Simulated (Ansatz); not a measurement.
Tb in several cubic structure types, each at its own equilibrium volume.

Method: PBE, plane waves, PAW datasets (generated soft set 1) (Ansatz).

Settings: cutoff 420 eV; no spin polarisation; Fermi–Dirac smearing of 0.0612 eV; k-meshes 34³ (diamond), 38³ (fcc).

(1) Rank the structures by energy per atom, lowest first.
A. fcc
B. diamond

(2) Give the equilibrium volume and bulk modulus of each.

Answers

(1) A (0.0 meV/atom), B (329 meV/atom).

(2) 
```tsv
structure	V₀ (Å³/atom)	B₀ (GPa)
diamond	21.71	74
fcc	30.55	15.9
```

Only these cubic types are compared here; the real ground state can be another structure or magnetic.

Model structures, not the usual forms at ambient conditions (metastable or hypothetical): Tb (diamond type), Tb (fcc type). The open f shell is treated without spin here, so this is a model state and not the ground state.
